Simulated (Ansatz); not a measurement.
**ZnO: input, output and frames of a trajectory**

Theory: DFT PBE+D3(BJ), scalar-relativistic, plane waves, PAW in Ansatz. Settings: plane waves to 420 eV, k-mesh 2×2×2 (shifted by 0.5, 0.5, 0.5 steps), Fermi–Dirac smearing 0.1 eV. The mesh is coarse. No spin polarisation.

16 atoms, starting at 1.04 times the perfect crystal's volume (space group Fm-3m, the cell as given, not relaxed at this level); Langevin thermostat at 1200 K (friction 0.02 fs⁻¹), fixed cell; 82 steps of 2 fs. The run is short and not equilibrated.

Self-consistency was reached.

Command:
```bash
ansatz run input.yaml --threads 4 --pin off --max-ram 5120MiB --backend cpu --events-out ev --progress --plain --runs-dir out
```

Input:
```yaml
crystal:
  lattice:
    - [0.0, 4.3959811267, -4.3959811267]
    - [-4.3959811267, 0.0, -4.3959811267]
    - [-4.3959811267, 4.3959811267, 0.0]
  atoms:
    - { symbol: Zn, position: [0.5, 0.5, 0.0] }
    - { symbol: Zn, position: [0.0, 0.5, 0.0] }
    - { symbol: Zn, position: [0.5, 0.0, 0.0] }
    - { symbol: Zn, position: [0.0, 0.0, 0.0] }
    - { symbol: Zn, position: [0.5, 0.5, 0.5] }
    - { symbol: Zn, position: [0.0, 0.5, 0.5] }
    - { symbol: Zn, position: [0.5, 0.0, 0.5] }
    - { symbol: Zn, position: [0.0, 0.0, 0.5] }
    - { symbol: O, position: [0.75, 0.75, 0.25] }
    - { symbol: O, position: [0.25, 0.75, 0.25] }
    - { symbol: O, position: [0.75, 0.25, 0.25] }
    - { symbol: O, position: [0.25, 0.25, 0.25] }
    - { symbol: O, position: [0.75, 0.75, 0.75] }
    - { symbol: O, position: [0.25, 0.75, 0.75] }
    - { symbol: O, position: [0.75, 0.25, 0.75] }
    - { symbol: O, position: [0.25, 0.25, 0.75] }
basis:
  ecutwfc: 420
kpoints:
  mp_grid: { grid: [2, 2, 2], shift: [0.5, 0.5, 0.5] }
hamiltonian:
  xc: pbe
  dispersion: d3bj
scf:
  occupations: { method: fermi_dirac, width: 0.1034 }
  lower_state_search: "off"
  convergence: { dr2_threshold: 1.0e-07 }
output:
  forces: true
  stress: true
md:
  timestep: 2.0
  n_steps: 82
  ensemble: nvt_langevin
  temperature: 1200.0
  initial_velocities: maxwell_boltzmann
  seed: 52898
  friction: 0.02
```

Output (its end):
```
...
SCF converged after 8 iterations
Free energy (F): -31094.366118 eV
Harris-Foulkes:  -31094.366118 eV  (|F-HF|=8.95e-9)
Internal energy: -31094.365494 eV  (E = F + TS)
E sigma→0 (E₀):  -31094.365806 eV
Entropy (-TS):   -0.000624 eV (-0.039 meV/atom)
Fermi energy:    9.731255 eV
--- Per-component energies (eV) ---
  E_band       = 469.230278
  E_kinetic    = 2443.977139
  E_local      = -14495.081877  (includes V_loc(G=0)·N_el)
  E_nonlocal   = 5344.735980
  E_hartree    = 5930.787414
  E_xc         = -1678.881067
  E_vxc        = -1158.582549  (∫ρ·V_xc dr)
  E_paw        = -15926.563472  (= ΣΔE_a)
  E_vpaw       = -3527.407417  (= ΣTr[D̂ρ^β])
  E_aug_tail   = 0.016430  (compensation charges beyond the density's cutoff)
  E_ewald      = -12709.340179
  E_disp       = -4.015862  (pairwise vdW)
  E_smearing   = -0.000624  (= −TS)
  E_closure    = 0.000000  (closes the sum)
  Σ components = -31094.366118   (vs F -31094.366118, Δ=0.00e0)
--- Forces (eV/Å), atoms counted from 1 ---
  atom   1  Zn     1.96252756     0.50379013    -0.12270008
  atom   2  Zn     0.16870460    -1.22523410     0.10400325
  atom   3  Zn     0.67300964    -0.06453612    -0.29279264
  atom   4  Zn    -0.26089667     0.30202482    -0.82626899
  atom   5  Zn     0.88791736     0.66571279    -0.03157732
  atom   6  Zn    -0.19713841    -0.15118254     0.86130397
  atom   7  Zn     0.50470526    -0.20448355     0.23428991
  atom   8  Zn    -1.11195177     1.68619250     0.22193407
  atom   9  O      0.49849781     0.29206658     1.45099838
  atom  10  O     -2.23477770     0.17052115    -0.76164920
  atom  11  O     -0.69209866    -0.59808815     0.01829576
  atom  12  O      0.45833175    -0.03121358     0.27457962
  atom  13  O     -0.50376539    -0.33468507    -0.33424842
  atom  14  O     -0.19769126     0.26274305     0.45713781
  atom  15  O     -0.61763916    -2.09370551    -0.33654318
  atom  16  O      0.66225711     0.82005643    -0.91674586
  max |Σ_I F_I| component: 2.12e-5 eV/Å
--- Stress (GPa, compression-positive) ---
       -2.844535       0.827368      -1.478518
        0.827368      -0.405318       1.267257
       -1.478518       1.267256      -0.267322
  P = ⅓ Tr σ = -1.1724 GPa (-11.724 kbar)
--- MD trajectory: 82 steps, t = 0.0 → 164.0 fs ---
  final state: T = 1192.8 K   F+E_penalty+E_count = -31094.36611776 eV   E_kin = 2.466860 eV
```

Frames along the run (Å, eV/Å; dE is the potential energy from the first frame):

```xyz
16
Lattice="0.000 4.396 -4.396 -4.396 0.000 -4.396 -4.396 4.396 0.000" Properties=species:S:1:pos:R:3:forces:R:3 pbc="T T T" time_fs=0.00 dE_eV=0.0000 T_K=1125
Zn   -2.198    2.198   -4.396    0.000    0.000    0.000
Zn   -2.198    0.000   -2.198    0.000    0.000    0.000
Zn    0.000    2.198   -2.198    0.000    0.000    0.000
Zn    0.000    0.000    0.000    0.000    0.000    0.000
Zn   -4.396    4.396   -4.396    0.000    0.000    0.000
Zn   -4.396    2.198   -2.198    0.000    0.000    0.000
Zn   -2.198    4.396   -2.198    0.000    0.000    0.000
Zn   -2.198    2.198    0.000    0.000    0.000    0.000
O    -4.396    4.396   -6.594    0.000    0.000    0.000
O    -4.396    2.198   -4.396    0.000    0.000    0.000
O    -2.198    4.396   -4.396    0.000    0.000    0.000
O    -2.198    2.198   -2.198    0.000    0.000    0.000
O    -6.594    6.594   -6.594    0.000    0.000    0.000
O    -6.594    4.396   -4.396    0.000    0.000    0.000
O    -4.396    6.594   -4.396    0.000    0.000    0.000
O    -4.396    4.396   -2.198    0.000    0.000    0.000
16
Lattice="0.000 4.396 -4.396 -4.396 0.000 -4.396 -4.396 4.396 0.000" Properties=species:S:1:pos:R:3:forces:R:3 pbc="T T T" time_fs=12.00 dE_eV=0.5052 T_K=980
Zn   -2.230    2.167   -4.421    0.409    0.432   -0.290
Zn   -2.272    0.050   -2.179    0.755   -0.495    0.086
Zn   -0.060    2.205   -2.167    0.359   -0.472   -0.487
Zn   -0.039   -0.035    0.018   -0.132   -0.245   -0.393
Zn   -4.396    4.344   -4.468    0.235    0.436    0.901
Zn   -4.347    2.136   -2.262   -0.542    0.598    0.327
Zn   -2.219    4.386   -2.063   -0.455    0.303   -0.866
Zn   -2.201    2.208    0.004    0.042   -0.234    0.343
O    -4.419    4.377   -6.541    0.141   -0.271   -0.193
O    -4.320    2.120   -4.456   -0.321    0.753    0.333
O    -2.122    4.499   -4.343   -0.470   -0.704   -0.237
O    -2.217    2.183   -2.330    0.165    0.302    0.302
O    -6.541    6.630   -6.698    0.109    0.229    0.707
O    -6.570    4.483   -4.390    0.279   -0.433   -0.073
O    -4.218    6.618   -4.509   -0.796    0.041    0.190
O    -4.421    4.491   -2.129    0.222   -0.240   -0.652
16
Lattice="0.000 4.396 -4.396 -4.396 0.000 -4.396 -4.396 4.396 0.000" Properties=species:S:1:pos:R:3:forces:R:3 pbc="T T T" time_fs=26.00 dE_eV=1.3658 T_K=621
Zn   -2.276    2.179   -4.428    0.679    0.722   -1.150
Zn   -2.322    0.097   -2.139    1.384   -1.259   -0.087
Zn   -0.131    2.170   -2.200    0.762   -0.359   -0.462
Zn   -0.072   -0.065    0.069   -0.150   -0.304   -0.995
Zn   -4.386    4.290   -4.536    0.117    0.662    1.374
Zn   -4.273    2.078   -2.340   -1.574    0.928    0.543
Zn   -2.238    4.347   -1.965   -0.733    0.775   -1.565
Zn   -2.242    2.208   -0.030    0.356   -0.338    1.080
O    -4.407    4.306   -6.603    0.074   -0.480   -0.141
O    -4.333    2.075   -4.501   -0.412    1.182    0.391
O    -2.130    4.504   -4.334   -0.556   -0.942   -0.578
O    -2.231    2.161   -2.433    0.240    0.542    0.928
O    -6.405    6.648   -6.770   -0.028    0.463    0.730
O    -6.537    4.588   -4.420    0.408   -1.153    0.307
O    -4.192    6.573   -4.618   -0.706    0.328    0.227
O    -4.365    4.600   -2.124    0.139   -0.767   -0.604
16
Lattice="0.000 4.396 -4.396 -4.396 0.000 -4.396 -4.396 4.396 0.000" Properties=species:S:1:pos:R:3:forces:R:3 pbc="T T T" time_fs=38.00 dE_eV=1.8633 T_K=901
Zn   -2.324    2.221   -4.449    1.100    0.434   -1.381
Zn   -2.327    0.131   -2.129    1.533   -1.833   -0.124
Zn   -0.206    2.144   -2.264    1.039   -0.051   -0.385
Zn   -0.070   -0.116    0.121   -0.394   -0.152   -1.845
Zn   -4.381    4.258   -4.604   -0.056    0.953    1.439
Zn   -4.259    2.093   -2.419   -2.769    0.924    0.981
Zn   -2.268    4.311   -1.946   -0.830    1.141   -2.082
Zn   -2.245    2.237   -0.063   -0.214   -0.584    1.503
O    -4.372    4.297   -6.717   -0.242   -0.764    0.631
O    -4.345    2.091   -4.496   -0.811    0.781   -0.272
O    -2.251    4.407   -4.334    0.109   -0.477   -0.701
O    -2.340    2.136   -2.406    1.413    0.683    0.846
O    -6.367    6.658   -6.784   -0.129    0.525    0.185
O    -6.515    4.612   -4.479    0.368   -1.086    0.799
O    -4.291    6.550   -4.664    0.124    0.564    0.481
O    -4.329    4.647   -2.208   -0.242   -1.058   -0.073
16
Lattice="0.000 4.396 -4.396 -4.396 0.000 -4.396 -4.396 4.396 0.000" Properties=species:S:1:pos:R:3:forces:R:3 pbc="T T T" time_fs=50.00 dE_eV=1.8610 T_K=929
Zn   -2.363    2.255   -4.504    1.352   -0.772   -1.216
Zn   -2.306    0.174   -2.136    1.207   -2.320   -0.293
Zn   -0.279    2.145   -2.310    1.470   -0.599   -0.410
Zn   -0.039   -0.169    0.137   -0.375    0.084   -1.917
Zn   -4.344    4.229   -4.657   -0.882    1.701    1.229
Zn   -4.318    2.175   -2.474   -2.077    0.732    1.256
Zn   -2.324    4.317   -1.990   -0.658    1.246   -1.905
Zn   -2.263    2.243   -0.095   -0.236   -0.243    1.628
O    -4.366    4.221   -6.743   -0.203    0.024    0.457
O    -4.375    2.264   -4.494   -0.945   -1.254   -0.415
O    -2.385    4.233   -4.327    1.309    0.851   -0.345
O    -2.327    2.126   -2.290    0.523    0.514    0.296
O    -6.391    6.707   -6.757   -0.176    0.049   -0.206
O    -6.437    4.542   -4.529   -0.201   -0.132    0.848
O    -4.324    6.626   -4.657    0.219    0.154    0.396
O    -4.363    4.569   -2.281   -0.327   -0.033    0.597
16
Lattice="0.000 4.396 -4.396 -4.396 0.000 -4.396 -4.396 4.396 0.000" Properties=species:S:1:pos:R:3:forces:R:3 pbc="T T T" time_fs=64.00 dE_eV=1.7980 T_K=1095
Zn   -2.352    2.254   -4.588    0.751   -1.995   -0.862
Zn   -2.221    0.171   -2.186    0.293   -2.816   -0.409
Zn   -0.351    2.140   -2.367    1.749   -0.168   -0.297
Zn   -0.020   -0.227    0.094   -0.391    1.223   -0.759
Zn   -4.318    4.247   -4.695   -0.804    1.329    0.689
Zn   -4.397    2.279   -2.511   -0.525    0.187    0.812
Zn   -2.403    4.430   -2.043    0.071    0.697   -1.213
Zn   -2.266    2.225   -0.095   -0.189    0.091    1.173
O    -4.306    4.160   -6.715   -0.262    0.518   -0.518
O    -4.498    2.270   -4.603   -0.148   -1.354    0.544
O    -2.361    4.089   -4.346    0.702    2.300    0.620
O    -2.278    2.040   -2.163   -1.096    1.448   -0.023
O    -6.383    6.746   -6.724   -0.527   -0.590   -0.665
O    -6.366    4.542   -4.534   -0.653    0.089    0.228
O    -4.411    6.690   -4.637    0.779   -1.136    0.462
O    -4.426    4.485   -2.195    0.253    0.179    0.219
16
Lattice="0.000 4.396 -4.396 -4.396 0.000 -4.396 -4.396 4.396 0.000" Properties=species:S:1:pos:R:3:forces:R:3 pbc="T T T" time_fs=76.00 dE_eV=1.3684 T_K=1008
Zn   -2.292    2.205   -4.660   -0.060   -0.130    0.107
Zn   -2.150    0.107   -2.236   -0.520   -0.694   -0.161
Zn   -0.351    2.134   -2.428    0.406    0.054    0.348
Zn   -0.024   -0.274    0.060   -0.508    1.787   -0.176
Zn   -4.351    4.278   -4.736   -0.163    0.456    0.438
Zn   -4.487    2.361   -2.514    1.322   -0.582    0.157
Zn   -2.463    4.526   -2.051    0.722   -0.126   -1.467
Zn   -2.290    2.197   -0.071    0.135   -0.249    0.878
O    -4.256    4.145   -6.711   -0.034    0.352   -0.805
O    -4.545    2.196   -4.637    0.375   -0.482    0.576
O    -2.341    4.146   -4.295    0.201    0.786    0.289
O    -2.397    2.119   -2.015    0.046   -0.020   -1.112
O    -6.375    6.711   -6.723   -1.257   -0.543   -0.588
O    -6.386    4.585   -4.543   -0.462   -0.173    0.593
O    -4.442    6.628   -4.558    0.329   -1.183    0.888
O    -4.415    4.386   -2.119   -0.531    0.748    0.036
16
Lattice="0.000 4.396 -4.396 -4.396 0.000 -4.396 -4.396 4.396 0.000" Properties=species:S:1:pos:R:3:forces:R:3 pbc="T T T" time_fs=88.00 dE_eV=1.6950 T_K=994
Zn   -2.195    2.156   -4.726   -0.790    0.830    1.355
Zn   -2.118    0.033   -2.267   -0.573    0.627    0.017
Zn   -0.340    2.134   -2.477   -0.286    0.151    1.433
Zn   -0.032   -0.273    0.061   -0.551    1.695    0.088
Zn   -4.397    4.267   -4.785    0.520   -0.019    0.685
Zn   -4.531    2.436   -2.453    1.775   -1.524   -0.646
Zn   -2.459    4.586   -2.064    0.599   -1.137   -1.554
Zn   -2.306    2.187   -0.008    0.431   -0.674   -0.411
O    -4.124    4.207   -6.701   -0.258   -0.239   -1.204
O    -4.569    2.135   -4.644    0.577    0.026    0.373
O    -2.375    4.323   -4.179    0.340   -0.535   -0.402
O    -2.509    2.197   -2.006    0.978   -0.396   -0.871
O    -6.438    6.573   -6.700   -0.445    0.300   -0.424
O    -6.375    4.524   -4.532   -0.512   -0.163    0.785
O    -4.431    6.529   -4.438   -0.266   -0.197    0.595
O    -4.386    4.310   -2.013   -1.540    1.254    0.180
16
Lattice="0.000 4.396 -4.396 -4.396 0.000 -4.396 -4.396 4.396 0.000" Properties=species:S:1:pos:R:3:forces:R:3 pbc="T T T" time_fs=100.00 dE_eV=2.3291 T_K=1076
Zn   -2.088    2.099   -4.779   -1.705    0.756    1.794
Zn   -2.101   -0.022   -2.278   -0.448    1.242    0.090
Zn   -0.345    2.151   -2.499   -0.555   -0.097    2.309
Zn   -0.021   -0.282    0.090   -0.516    1.879   -0.459
Zn   -4.429    4.241   -4.809    0.989   -0.431    0.320
Zn   -4.527    2.454   -2.428    1.948   -1.270   -0.996
Zn   -2.408    4.643   -2.100   -0.537   -2.135   -0.853
Zn   -2.335    2.189    0.060    0.610   -0.704   -1.919
O    -4.040    4.280   -6.807   -0.987   -0.269    0.317
O    -4.565    2.057   -4.700    0.635    0.986    0.483
O    -2.448    4.491   -4.094    0.029   -0.756   -0.843
O    -2.493    2.273   -2.121    0.646   -0.103    0.052
O    -6.524    6.600   -6.746    0.268    0.401    0.387
O    -6.382    4.451   -4.467   -0.545   -0.243   -0.253
O    -4.540    6.454   -4.412    0.413    0.269   -0.093
O    -4.535    4.333   -1.891   -0.244    0.476   -0.337
16
Lattice="0.000 4.396 -4.396 -4.396 0.000 -4.396 -4.396 4.396 0.000" Properties=species:S:1:pos:R:3:forces:R:3 pbc="T T T" time_fs=114.00 dE_eV=3.2256 T_K=705
Zn   -1.954    2.027   -4.816   -3.658    0.580    1.187
Zn   -2.088   -0.054   -2.306   -0.362    1.405    0.030
Zn   -0.365    2.172   -2.470    0.492   -0.301    1.801
Zn    0.004   -0.265    0.115   -0.746    1.456   -2.257
Zn   -4.416    4.155   -4.870    0.902   -0.146    0.251
Zn   -4.492    2.494   -2.463    1.915   -0.747   -0.968
Zn   -2.391    4.663   -2.155   -0.713   -1.864   -0.774
Zn   -2.340    2.158    0.018    0.634   -0.205   -1.838
O    -3.946    4.361   -6.951   -1.715    0.189    2.413
O    -4.497    2.081   -4.723    0.563    1.230    0.960
O    -2.541    4.602   -4.133    0.156   -0.967   -0.429
O    -2.279    2.259   -2.261   -1.453    0.484    0.352
O    -6.558    6.686   -6.782    0.594   -0.412    0.657
O    -6.391    4.365   -4.524   -0.347   -0.267   -0.830
O    -4.607    6.423   -4.403    2.624    0.686   -0.201
O    -4.645    4.459   -1.846    1.113   -1.121   -0.355
16
Lattice="0.000 4.396 -4.396 -4.396 0.000 -4.396 -4.396 4.396 0.000" Properties=species:S:1:pos:R:3:forces:R:3 pbc="T T T" time_fs=126.00 dE_eV=2.6911 T_K=1093
Zn   -1.920    2.005   -4.832   -2.653    0.417    1.410
Zn   -2.055   -0.046   -2.334   -1.647    1.454   -0.079
Zn   -0.353    2.190   -2.429    1.215   -0.156    1.570
Zn    0.004   -0.246    0.087   -0.299    1.271   -0.621
Zn   -4.418    4.069   -4.892    0.744    1.296    0.119
Zn   -4.462    2.533   -2.502    1.773   -1.379   -0.928
Zn   -2.433    4.648   -2.185   -0.384   -1.514   -1.273
Zn   -2.336    2.121   -0.023    0.273   -0.187   -1.368
O    -4.021    4.433   -6.848   -0.945    0.196    0.059
O    -4.346    2.194   -4.654    0.222   -1.157    0.736
O    -2.603    4.566   -4.252    1.169   -0.332    0.452
O    -2.205    2.261   -2.297   -2.130    0.318    0.488
O    -6.542    6.728   -6.758    0.478   -0.827   -0.017
O    -6.377    4.284   -4.612   -0.781    0.215   -0.167
O    -4.550    6.464   -4.327    1.658    0.899   -0.738
O    -4.606    4.451   -1.918    1.307   -0.515    0.355
16
Lattice="0.000 4.396 -4.396 -4.396 0.000 -4.396 -4.396 4.396 0.000" Properties=species:S:1:pos:R:3:forces:R:3 pbc="T T T" time_fs=138.00 dE_eV=2.1219 T_K=1239
Zn   -1.941    1.981   -4.822   -0.750    0.467    1.795
Zn   -2.049   -0.009   -2.358   -1.417    1.345    0.124
Zn   -0.312    2.188   -2.396    0.141   -0.090    1.233
Zn   -0.007   -0.198    0.081   -0.187    0.968   -0.667
Zn   -4.423    4.037   -4.904    0.463    1.598   -0.012
Zn   -4.391    2.498   -2.541    1.145   -1.781   -0.416
Zn   -2.483    4.617   -2.247    0.367   -1.027   -1.276
Zn   -2.288    2.069   -0.051   -0.175    0.113   -0.849
O    -4.170    4.505   -6.825   -0.332    0.172   -0.069
O    -4.088    2.219   -4.565   -0.436   -1.798   -0.326
O    -2.559    4.510   -4.384    1.557    0.179    0.586
O    -2.295    2.241   -2.388    0.331   -0.337    0.439
O    -6.478    6.818   -6.718    0.432   -1.231   -0.550
O    -6.396    4.204   -4.714   -0.152    0.550    0.445
O    -4.333    6.584   -4.260   -0.864    0.200   -1.019
O    -4.465    4.380   -2.002   -0.123    0.675    0.561
16
Lattice="0.000 4.396 -4.396 -4.396 0.000 -4.396 -4.396 4.396 0.000" Properties=species:S:1:pos:R:3:forces:R:3 pbc="T T T" time_fs=152.00 dE_eV=1.9901 T_K=1246
Zn   -1.999    1.998   -4.732    1.276    0.481    0.344
Zn   -2.097    0.063   -2.416   -0.687   -0.142    0.151
Zn   -0.290    2.171   -2.341    0.415   -0.042    0.352
Zn    0.012   -0.095    0.064   -0.126    0.357   -1.042
Zn   -4.402    4.080   -4.904    0.906    0.646    0.251
Zn   -4.321    2.420   -2.591   -0.314   -0.909    0.469
Zn   -2.484    4.609   -2.323    0.981   -0.348   -0.678
Zn   -2.230    2.008   -0.118   -0.486    1.497   -0.212
O    -4.387    4.540   -6.830    0.060    0.212    0.420
O    -3.867    2.137   -4.534   -2.409   -0.164   -0.950
O    -2.440    4.535   -4.457    0.589   -0.893    0.356
O    -2.338    2.155   -2.404    1.409   -0.458    0.609
O    -6.411    6.833   -6.734    0.560   -0.624   -0.216
O    -6.337    4.227   -4.764   -0.085    0.259    0.702
O    -4.173    6.746   -4.190   -1.578   -0.536   -0.730
O    -4.406    4.373   -2.039   -0.512    0.664    0.175
16
Lattice="0.000 4.396 -4.396 -4.396 0.000 -4.396 -4.396 4.396 0.000" Properties=species:S:1:pos:R:3:forces:R:3 pbc="T T T" time_fs=164.00 dE_eV=1.8079 T_K=1193
Zn   -2.010    2.024   -4.670    1.963    0.504   -0.123
Zn   -2.195    0.081   -2.469    0.169   -1.225    0.104
Zn   -0.261    2.134   -2.256    0.673   -0.065   -0.293
Zn    0.054   -0.062    0.004   -0.261    0.302   -0.826
Zn   -4.369    4.157   -4.875    0.888    0.666   -0.032
Zn   -4.324    2.340   -2.631   -0.197   -0.151    0.861
Zn   -2.429    4.618   -2.412    0.505   -0.204    0.234
Zn   -2.192    2.001   -0.181   -1.112    1.686    0.222
O    -4.559    4.528   -6.897    0.498    0.292    1.451
O    -3.864    2.168   -4.577   -2.235    0.171   -0.762
O    -2.282    4.510   -4.434   -0.692   -0.598    0.018
O    -2.306    2.066   -2.317    0.458   -0.031    0.275
O    -6.287    6.807   -6.695   -0.504   -0.335   -0.334
O    -6.302    4.210   -4.678   -0.198    0.263    0.457
O    -4.247    6.838   -4.156   -0.618   -2.094   -0.337
O    -4.436    4.362   -1.965    0.662    0.820   -0.917
```